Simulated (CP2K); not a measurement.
The system is TiO2 (Anatase).

```
CELL_PARAMETERS angstrom
5.45820 0.00000 0.00000
2.83460 4.66444 0.00000
-4.14640 -2.33222 2.67583
ATOMIC_POSITIONS crystal
Ti 0.75000 0.25000 0.50000
Ti 0.00000 0.00000 0.00000
O 0.79190 0.79190 0.00000
O 0.54190 0.04190 0.50000
O 0.95810 0.45810 0.50000
O 0.20810 0.20810 0.00000
```

Base run:

| Quantity | Value |
| --- | --- |
| Program | CP2K 2026.2 |
| Functional | PBE |
| Potentials or basis | GTH_POTENTIALS Ti GTH-PBE-q12, O GTH-PBE-q6; DZVP-MOLOPT-SR-GTH basis |
| Density cutoff | 8163 eV |
| k mesh | 8 × 8 × 8 |
| Occupations | fermi-dirac, width 0.05 eV |
| Spin | no spin polarisation |
| Hubbard terms | Ti d U = 4.0 eV |

Its results: band gap on the k mesh 2.54 eV, indirect (least direct gap 2.88 eV); largest force 0.028 eV/Å.

After a change of settings the same cell gave: band gap on the k mesh 2.29 eV, indirect (least direct gap 2.62 eV); largest force 0.063 eV/Å. Which change was it?
A. hubbard terms from Ti d U = 4.0 eV to none
B. hubbard terms from Ti d U = 4.0 eV to Ti d U = 2.0 eV
C. hubbard terms from Ti d U = 4.0 eV to Ti d U = 8.0 eV

B.

Caveats: this program's U acts on Mulliken populations of all basis functions of the shell, so it isn't the U of plane-wave codes; energies scatter by some meV and the pressure isn't listed; the basis of atomic orbitals isn't converged, which shifts pressures, moduli and gaps.

Not every run made on this cell is shown here.
